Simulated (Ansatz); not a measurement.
Wires are cut from relaxed bulk Ru (P6_3/mmc, 13.32 Å³/atom, gap on the mesh 0.00 eV); atoms and period are relaxed, and energies count from that bulk.

All numbers below come from Ansatz 0.2.0, DFT PBEsol, scalar-relativistic, plane waves, PAW.

Cutoff 420 eV, Gaussian smearing of 0.05 eV, energies at zero smearing, symmetry of each start kept, no spin polarisation.

```csv
start,atoms,k mesh,excess energy (eV per host atom),line energy (eV/Å),period (Å),gap on the mesh (eV),highest filled level or Fermi level under vacuum (eV)
"[001] wire, 16 host atoms a period",16,1×1×13,1.585,5.944,4.265,0,-
"[001] wire, 18 host atoms a period",18,1×1×13,1.541,6.670,4.159,0,4.30
```

A dash: not computed, or not clear enough to read.

Each run keeps its start's symmetry and one magnetic start, so lower states can exist.

Cost: 2 runs of about 27 core-minutes in all, on AMD EPYC 9R45 (Zen 5) (shared hosts).